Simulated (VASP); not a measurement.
Wanted: the native input for a VASP 6.6.1 run.

- Task: single point
- Functional: PBE
- Potentials or basis: VASP PAW PBE potentials, release 64 (Te, Mg)
- Cutoff: 520 eV
- k mesh: 7 × 7 × 7
- Occupations: fermi-dirac, width 0.05 eV
- Spin: no spin polarisation
- Further INCAR settings: ALGO = Normal; EDIFF = 1e-07; NBANDS = 11

The structure of MgTe lies in POSCAR:

```
MgTe
1.0
    0.0000000000      3.2319988239      3.2319988239
    3.2319988239      0.0000000000      3.2319988239
    3.2319988239      3.2319988239      0.0000000000
Te Mg
1 1
Direct
    0.2500000000      0.2500000000      0.2500000000
    0.0000000000      0.0000000000      0.0000000000
```

The cell comes from a database or a generator and needn't be the stable form of this composition.

These files were run (other wordings do the same):

INCAR

```
SYSTEM = MgTe
PREC = Accurate ; ENCUT = 520
EDIFF = 1E-7 ; ISMEAR = -1
SIGMA = 0.05 ; LREAL = .FALSE.
LASPH = .TRUE. ; NELM = 60
ALGO = Normal ; ISIF = 2
LWAVE = .FALSE. ; LCHARG = .FALSE.
GGA = PE ; NBANDS = 11
```

KPOINTS

```
Automatic mesh
0
G
  7 7 7
  0 0 0
```

Potentials or basis: VASP PAW PBE potentials, release 64 (Te, Mg).

Command:

```sh
$ cat potpaw_PBE.64/Te/POTCAR potpaw_PBE.64/Mg/POTCAR > POTCAR
$ mpirun -np 1 vasp_std > vasp.out
```

It gave:

```
Pressure               : 0.7 GPa
Band gap on the k mesh : 2.41 eV, direct
```

Caveat: spin-orbit coupling is left out, which moves the levels of the heavy elements.

Run time: 13 s on 1 thread of Intel(R) Xeon(R) Platinum 8488C (Sapphire Rapids), with other jobs on the host, peak memory 0.2 GiB.
